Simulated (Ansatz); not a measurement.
# Mo₃Se₄ at a changed volume: Electrostatic potentials at the Se nuclei

Cell: a COD entry, relaxed with PBE at fixed cell and then changed (volume scaled by 1.06, ions relaxed).

Space group R-3:H (No. 148); a = 9.7322, c = 11.4299 Å, γ = 120.00°.

```csv
site,Wyckoff,site symmetry,x,y,z
Mo,18f,1,0.8336,0.8499,0.3980
Se7,18f,1,0.9685,0.6774,0.4173
Se13,6c,3.,0.0000,0.0000,0.2205
```

One atom of each set is listed; the run and its k-mesh use a cell of 14 atoms with edges of 6.79, 6.79, 6.79 Å.

Level of theory: DFT, PBE, plane waves and PAW, scalar-relativistic, 420 eV cutoff, Γ-centred 6×6×6 k-points, Fermi–Dirac smearing 0.05 eV (Ansatz 0.2.0).

The potential at a nucleus is that of all electrons and the other nuclei. A higher potential binds the core electrons more strongly, so differences between sites of one element are the initial-state part of core-level shifts.

Question: Rank the Se sites by the potential at the nucleus, lowest first, and give each against the lowest.
A. Se7: 4 Mo at 2.56–2.67 Å
B. Se13: 3 Mo at 2.55 Å

Answer: B (0.00 V), A (0.31 V).
